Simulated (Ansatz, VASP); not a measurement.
This is a calculation of MnSb for Ansatz 0.2.0.

The input input.yaml:

```yaml
crystal:
  lattice:
    - [0.0, 2.7762569381, 2.7762569381]
    - [2.7762569381, 0.0, 2.7762569381]
    - [2.7762569381, 2.7762569381, 0.0]
  atoms:
    - { symbol: Sb, position: [0.5, 0.5, 0.5] }
    - { symbol: Mn, position: [0.0, 0.0, 0.0], spin: 4.0 }
hamiltonian:
  xc: pbe
  pseudopotentials: { kind: paw }
magnetization:
  spin_polarized: true
kpoints:
  mp_grid: { grid: [8, 8, 8] }
scf:
  occupations: { method: fermi_dirac, width: 0.05 }
output:
  forces: true
  stress: true
  eigenvalues: true
```

Potentials or basis: Ansatz PAW.

Run with:

```console
$ ansatz run input.yaml --threads 2 --pin off --max-ram 5120MiB --backend cpu --events-out ev --progress --plain --runs-dir out
```

Problem. Translate it to VASP 6.6.1. Potentials there: VASP PAW PBE potentials, release 64 (Sb, Mn_pv).

Solution. As run (the cutoff follows the program's own potentials):

The input INCAR:

```
SYSTEM = MnSb
PREC = Accurate
ENCUT = 520
EDIFF = 1E-7
ISMEAR = -1
SIGMA = 0.05
LREAL = .FALSE.
LASPH = .TRUE.
NELM = 150
ALGO = Normal
ISIF = 2
LWAVE = .FALSE.
LCHARG = .FALSE.
ISPIN = 2
MAGMOM = 0 4
LORBIT = 11
LMAXMIX = 4
GGA = PE
NBANDS = 20
```

KPOINTS

```
regular mesh
0
G
  8 8 8
  0 0 0
```

Contents of POSCAR:

```
MnSb
1.0
    0.0000000000      2.7762569381      2.7762569381
    2.7762569381      0.0000000000      2.7762569381
    2.7762569381      2.7762569381      0.0000000000
Sb Mn
1 1
Direct
    0.5000000000      0.5000000000      0.5000000000
    0.0000000000      0.0000000000      0.0000000000
```

Potentials or basis: VASP PAW PBE potentials, release 64 (Sb, Mn_pv).

Command:

```bash
$ cat potpaw_PBE.64/Sb/POTCAR potpaw_PBE.64/Mn_pv/POTCAR > POTCAR
$ mpirun -np 1 vasp_std > vasp.out
```

Both were run:

|  | VASP | Ansatz | Ansatz less VASP |
| --- | --- | --- | --- |
| gap on the k mesh at the Fermi level (eV) | none | none | - |
| pressure (GPa) | 0.9 | 0.9 | +0.02 |
| net moment per atom (μB) | 1.91 | 1.91 | +0.002 |
| size of the moment on the site where the two differ most (μB) | 3.73 | 3.76 | +0.034 |

Site moments also hang on the region over which each program counts them. A gap of «none» marks a metal or a gap that the smearing closes. The two sets of potentials don't hold the same shells in valence.

Caveats: a cell with one magnetic atom can't hold antiferromagnetic order, which such compounds often take. The runs have no spin-orbit coupling, so splittings on Sb are missing.
